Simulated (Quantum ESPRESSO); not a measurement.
MgS (Niningerite):

```
S Mg
1.0
     0.00000    2.60165    2.60165
     2.60165    0.00000    2.60165
     2.60165    2.60165    0.00000
S Mg
1 1
Direct
  0.50000 0.50000 0.50000
  0.00000 0.00000 0.00000
```

| Quantity | Value |
| --- | --- |
| Program | Quantum ESPRESSO 7.5 |
| Task | single point |
| Functional | PBE |
| Potentials or basis | SSSP 1.3 efficiency PBE |
| Cutoff | 748 eV |
| Density cutoff | 5987 eV |
| k mesh | 9 × 9 × 9 |
| Occupations | fermi-dirac, width 0.05 eV |
| Spin | no spin polarisation |

On this cell: pressure 0.8 GPa; largest force zero by symmetry; band gap on the k mesh 2.90 eV, indirect (least direct gap 3.71 eV).

The same run follows on a disturbed copy (atoms moved at random, drawn with an rms of 0.05 Å):

```
CELL_PARAMETERS angstrom
0.00000 2.60165 2.60165
2.60165 0.00000 2.60165
2.60165 2.60165 0.00000
ATOMIC_POSITIONS crystal
S 0.49923 0.50365 0.50962
Mg 0.01475 0.99180 0.98833
```

Problem. What changes?

Solution. The energy moves by +5.4 meV/atom; pressure 1.1 GPa; largest force 0.252 eV/Å; band gap on the k mesh 2.90 eV, indirect (least direct gap 3.70 eV).

Forces in eV/Å, atoms in the order of the input:
```
S   -0.247 -0.040  0.026
Mg   0.247  0.040 -0.026
```

Stress tensor (GPa, compression positive):
```
 1.70 -0.02  0.01
-0.02  0.80  0.00
 0.01  0.00  0.78
```

Caveats: an odd mesh through Γ misses points on the zone boundary, where band edges often lie.
